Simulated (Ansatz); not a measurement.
Crystal: EuS.

```
CELL_PARAMETERS angstrom
0.00000 2.97850 2.97850
2.97850 0.00000 2.97850
2.97850 2.97850 0.00000
ATOMIC_POSITIONS crystal
Eu 0.00000 0.00000 0.00000
S 0.50000 0.50000 0.50000
```

Base run:

- Program: Ansatz 0.2.0
- Functional: PBE0
- Potentials or basis: Ansatz PAW
- Cutoff: 420 eV (not typed: the program's choice for these potentials)
- k mesh: 6 × 6 × 6
- Occupations: fermi-dirac, width 0.05 eV
- Spin: collinear spin, ferromagnetic start
- Starting moments: [7.0, 0.0] μB

Its results: band gap on the k mesh 1.37 eV, indirect (least direct gap 1.62 eV); pressure 0.4 GPa; net moment 7.00 μB per cell; site moments Eu +6.89; S -0.06 μB.

**Question.** The run is repeated on the same cell with these changes: functional from PBE0 to HSE06. What comes out?

**Answer.** Band gap on the k mesh 0.70 eV, indirect (least direct gap 0.95 eV); pressure 0.4 GPa; net moment 7.00 μB per cell; site moments Eu +6.89; S -0.06 μB.

Caveats: the magnetic or orbital state may not be the lowest; spin-orbit coupling is left out, which moves the levels of the heavy elements; a cell with one magnetic atom can't hold antiferromagnetic order, which such compounds often take; the PAW data sets come from PBE, with cores solved anew for the run's functional, which leaves a small shift of forces and pressure; the thresholds are loose for stress.
